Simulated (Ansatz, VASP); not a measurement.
**Two plane-wave programs on Be**

Contents of INCAR:

```
SYSTEM = Be
PREC = Accurate
ENCUT = 520
EDIFF = 1E-7
ISMEAR = -1
SIGMA = 0.1
LREAL = .FALSE.
LASPH = .TRUE.
NELM = 100
ALGO = Fast
ISIF = 2
LWAVE = .FALSE.
LCHARG = .TRUE.
GGA = PS
LELF = .TRUE.
LVHAR = .TRUE.
NBANDS = 7
```

KPOINTS

```
Automatic mesh
0
G
  16 16 16
  0 0 0
```

The input POSCAR:

```
Be
1.0
    2.1360106739      0.0000000000      0.0000000000
    0.0000000000      2.1360106739      0.0000000000
    0.0000000000      0.0000000000      2.1360106739
Be
1
Direct
    0.0000000000      0.0000000000      0.0000000000
```

Input for Ansatz:

```yaml
crystal:
  lattice:
    - [2.1360106739, 0.0, 0.0]
    - [0.0, 2.1360106739, 0.0]
    - [0.0, 0.0, 2.1360106739]
  atoms:
    - { symbol: Be, position: [0.0, 0.0, 0.0] }
hamiltonian:
  xc: pbesol
  pseudopotentials:
    kind: paw
    azcp:
      Be: "pseudopotentials/Be.paw.azcp"
basis:
  ecutwfc: 420
  fft_grid_basis: typed
kpoints:
  mp_grid: { grid: [16, 16, 16], shift: [0, 0, 0] }
magnetization:
  spin_polarized: false
scf:
  occupations: { method: fermi_dirac, width: 0.1 }
  lower_state_search: "off"
output:
  stress: true
  write_density: true
  write_potential: true
  elf: true
  volumetric_format: npy
```

Alike in both runs: task single point; functional PBEsol; k mesh 16 × 16 × 16; occupations fermi-dirac, width 0.1 eV; no spin polarisation.

```csv
,VASP,Ansatz
version,VASP 6.6.1,Ansatz 0.2.0
potentials or method,"VASP PAW PBE potentials, release 64 (Be)","plane waves (420 eV) with PAW, scalar-relativistic"
plane-wave cutoff (eV),520,420
valence electrons in the cell,2,2
```

VASP gave:

| Property | Result |
| --- | --- |
| pressure (GPa) | 3.8 |

Q: Which values does Ansatz return?

A: Pressure (GPa): 3.6.

Ansatz warned: «pseudo_functional_mismatch».

Caveats: the PAW data sets were made with another functional, which shifts forces and pressure a little (VASP).
